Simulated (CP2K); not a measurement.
Crystal: Ti.

```
Ti
1.0
     2.95000    0.00000    0.00000
    -1.47500    2.55477    0.00000
     0.00000    0.00000    4.68000
Ti
2
Direct
  0.66667 0.33333 0.75000
  0.33333 0.66667 0.25000
```

Base run:

- Program: CP2K 2026.2
- Functional: PBEsol
- Potentials or basis: POTENTIAL_UZH Ti GTH-PBE-q12; TZVP-MOLOPT-PBE-GTH basis
- Density cutoff: 9184 eV
- k mesh: 10 × 10 × 6
- Occupations: fermi-dirac, width 0.05 eV
- Spin: no spin polarisation

Its results: band gap on the k mesh none (metal or under the smearing width); pressure -5.5 GPa.

Q: The run is repeated on the same cell with these changes: functional from PBEsol to BEEF-vdW. What comes out?

A: Band gap on the k mesh none (metal or under the smearing width); pressure -1.2 GPa.

Caveats: the potentials were made for another functional, which shifts forces and pressure; the basis of atomic orbitals isn't converged, which shifts pressures, moduli and gaps.
